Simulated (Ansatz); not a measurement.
**MoSe₂: a line through an energy map**

How does the energy of MoSe2 (P6_3/mmc, No. 194; 6 atoms in the cell) vary with c/a of the conventional cell, at volume per atom = 16.58 Å³?

The COD entry's cell or inner coordinates are ideal or old and differ from later refinements, so a difference from it is no clean test against experiment.

Computed with Ansatz 0.2.0 (DFT LDA+D3(BJ), scalar-relativistic, plane waves, PAW, unless a step's input says otherwise).

16 further runs of the same task are left out: 16 set aside as unsound or not needed.

## (1) The system as given

The structure is hexagonal, space group P6_3/mmc (No. 194). Conventional cell: a = 3.204 Å, b = 3.204 Å, c = 12.166 Å, α = 90.00°, β = 90.00°, γ = 120.00°. Mo (site symmetry -6m2) has 6 Se at 2.49 Å as nearest neighbours. Se (site symmetry 3m) is surrounded by 3 Mo at 2.49 Å.

Coordinates:

```
Mo Se
1.0
     3.20392    0.00000    0.00000
    -1.60196    2.77468    0.00000
     0.00000    0.00000   12.16608
Mo Se
2 4
Direct
  0.33333 0.66667 0.25000
  0.66667 0.33333 0.75000
  0.33333 0.66667 0.61332
  0.66667 0.33333 0.11332
  0.33333 0.66667 0.88668
  0.66667 0.33333 0.38668
```

It is the result of an earlier relaxation at this level (volume 18.03 Å³/atom; gap on the mesh: 0.48 eV).

## (2) What is varied

The energy is mapped over volume and the cell's shape.

The axes are (1) volume per atom: 7 values from 16.58 to 19.47 Å³; (2) c/a of the conventional cell: 7 values from 3.505 to 4.114.

Nothing else is relaxed (fractional coordinates fixed). Energies count from the relaxed crystal. Points are written as (first, second).

## (3) The run at (16.58 Å³, 3.600)

input.yaml reads:

```yaml
crystal:
  lattice:
    - [3.1721366539, 0.0, 0.0]
    - [-1.5860683269, 2.7471509265, 0.0]
    - [0.0, 0.0, 11.4184230992]
  atoms:
    - { symbol: Mo, position: [0.3333333333, 0.6666666667, 0.25] }
    - { symbol: Mo, position: [0.6666666667, 0.3333333333, 0.75] }
    - { symbol: Se, position: [0.3333333333, 0.6666666667, 0.6133208416] }
    - { symbol: Se, position: [0.6666666667, 0.3333333333, 0.1133208416] }
    - { symbol: Se, position: [0.3333333333, 0.6666666667, 0.8866791584] }
    - { symbol: Se, position: [0.6666666667, 0.3333333333, 0.3866791584] }
basis:
  ecutwfc: 420
kpoints:
  mp_grid: { grid: [15, 15, 4] }
hamiltonian:
  xc: lda
  pseudopotentials: { kind: paw, azcp: { folder: soft_1 } }
  dispersion: d3bj
scf:
  occupations: { method: gaussian, width: 0.05 }
output:
  forces: true
  stress: true
  eigenvalues: true
```

Run with:

```bash
> ansatz run input.yaml --threads 2 --pin off --max-ram 4096MiB --backend cpu --events-out ev --progress --plain --runs-dir out
```

Further runs follow: the other points of the line.

What does the calculation give? Wanted: for each run, c/a of the conventional cell; energy; slope; pressure; largest force on an atom.

As calculated:

```
c/a of the conventional cell  step  energy (meV/atom)  slope (meV/atom per unit)  pressure (GPa)  band gap on the k-mesh (eV)  largest force on an atom (eV/Å)
                       3.505     –                134                       −407           18.79                         0.00                             2.35
                       3.600     3                101                       −287           17.84                         0.09                             2.06
                       3.697     4                 79                       −173           16.94                         0.18                             1.77
                       3.797     5                 67                        −63           16.09                         0.29                             1.46
                       3.900     6                 66                         42           15.33                         0.42                             1.15
                       4.006     7                 76                        143           14.65                         0.56                             0.83
                       4.114     –                 97                        239           14.06                         0.57                             0.51
```

Energies count from the relaxed crystal. Rows without a step come from runs not printed here or follow by symmetry. Slopes come from the forces (and the stress, where the cell changes), not from differences of energies.

**Reading.** The lowest point of the line is at 3.900, 66 meV/atom from the zero. A fit to energies and slopes at the lowest point and its two neighbours puts the minimum at 3.8582, with a curvature of about 1000 meV/atom per (unit)². The highest point computed, at 3.505, lies 68 meV/atom above the lowest. The gap on the mesh reads zero on part of the line; semilocal functionals close small gaps early. This is one cut through a surface in two coordinates; the map's lowest point lies off it. With the other coordinates free, the energies away from the reference would be the same or lower. The gap on the mesh closes on part of the grid.
